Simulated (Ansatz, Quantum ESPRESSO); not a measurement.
# V and the pressure, program beside program

The cell as given:

The structure is cubic, space group Im-3m (No. 229). Conventional cell: a = 3.029 Å, b = 3.029 Å, c = 3.029 Å, α = 90.00°, β = 90.00°, γ = 90.00°. V (site symmetry m-3m) is surrounded by 8 V at 2.62 Å.

Kept alike: task relaxation of cell and atoms; functional PBEsol; k mesh 12 × 12 × 12; occupations fermi-dirac, width 0.05 eV; collinear spin, ferromagnetic start. The mesh is that of the run's cell of 1 atom. No spin-orbit coupling.

- A: Ansatz, all-electron LAPW, scalar-relativistic
- B: Quantum ESPRESSO, GBRV 1.5 PBEsol, cutoff 707 eV

```csv
pressure (GPa),A: volume (Å³/atom),B: volume (Å³/atom)
0,12.937,12.927
5,12.618,12.608
10,12.332,12.320
20,11.834,11.824
```

Magnetic runs hold the state that their start led to. Values hold for each row's relaxed cell, which stops near the pressure aimed at. The runs follow the start's structure, whether or not it is the stable one at these pressures.

How large is the effect of the pressure, and do the programs agree on it?

From 0 to 20 GPa the volume moves by -1.103 in A, -1.103 in B (Å³/atom). Row by row the programs differ by 0.010 to 0.012, and over this span the shifts, as printed, agree within 1 %.

Vanadium shrinks smoothly under pressure in both programs, and each further step in pressure removes less volume per GPa than the last, so the metal stiffens as it is compressed. At zero pressure, cohesion from the partly filled d band, whose occupied states are largely bonding, balances the kinetic-energy cost of confining the electrons and the repulsion from overlap with the ion cores. Compression broadens the d band and strengthens the bonding, but the repulsive terms rise faster, hence the growing resistance.

The offset between the programs is nearly constant and so cancels almost entirely in the compression; it probably reflects the pseudopotential. Their agreement supports the numerical treatment but not the functional's accuracy. Both zero-pressure volumes lie clearly below that of the starting cell, whose edge of 3.029 Å is close to the measured one. This fits the known tendency of PBEsol to overbind 3d metals, as its weakened gradient correction favours denser structures. The absolute volumes are therefore probably too small, and the resistance to compression somewhat too high.
